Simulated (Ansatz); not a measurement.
## Sb: frozen-core PAW against all-electron methods

```yaml
crystal:
  lattice:
    - [-1.49235, 1.49235, 2.45916]
    - [1.49235, -1.49235, 2.45916]
    - [1.49235, 1.49235, -2.45916]
  atoms:
    - { symbol: Sb, position: [0.00000, 0.00000, 0.00000] }
```

Conventional cell: a = 2.985 Å, b = 2.985 Å, c = 4.918 Å, α = 90.00°, β = 90.00°, γ = 90.00°. Sb (atom 1) is surrounded by 12 Sb at 2.98 to 3.24 Å.

The cell comes from COD entry 9013010, which wasn't checked; take it as a given geometry. The listed cell was then made from it by scaling, straining or moving an atom.

Spin–orbit coupling is left out, though it moves levels of the heavy atoms by tenths of an eV or more.

All numbers are computed: DFT, PBE, PAW with Ansatz's default frozen-core files, scalar-relativistic (Ansatz 0.2.0); DFT, PBE, all-electron LAPW, scalar-relativistic (Ansatz 0.2.0).

For PAW: a Γ-centred 19×19×19 k mesh, Fermi–Dirac smearing of 0.05 eV, cutoff 420 eV, no spin polarisation. LAPW targets a basis error of 0.25 meV/atom. The Ansatz runs share mesh, smearing and spin set-up. Plane-wave (PAW) pressures include the program's estimate of the Pulay term.

Stress and pressure are positive in compression.

The change that made this cell: volume scaled by 0.975.

PAW results:

| quantity | PAW |
| --- | --- |
| pressure (GPa) | 22.91 |
| stress xx (GPa) | 23.81 |
| stress zz (GPa) | 21.09 |

(1) What does all-electron LAPW give for the same quantities?

Results:

(1) 
```json
{"quantity": "pressure (GPa)", "LAPW": "22.91"}
{"quantity": "stress xx (GPa)", "LAPW": "23.81"}
{"quantity": "stress zz (GPa)", "LAPW": "21.09"}
```
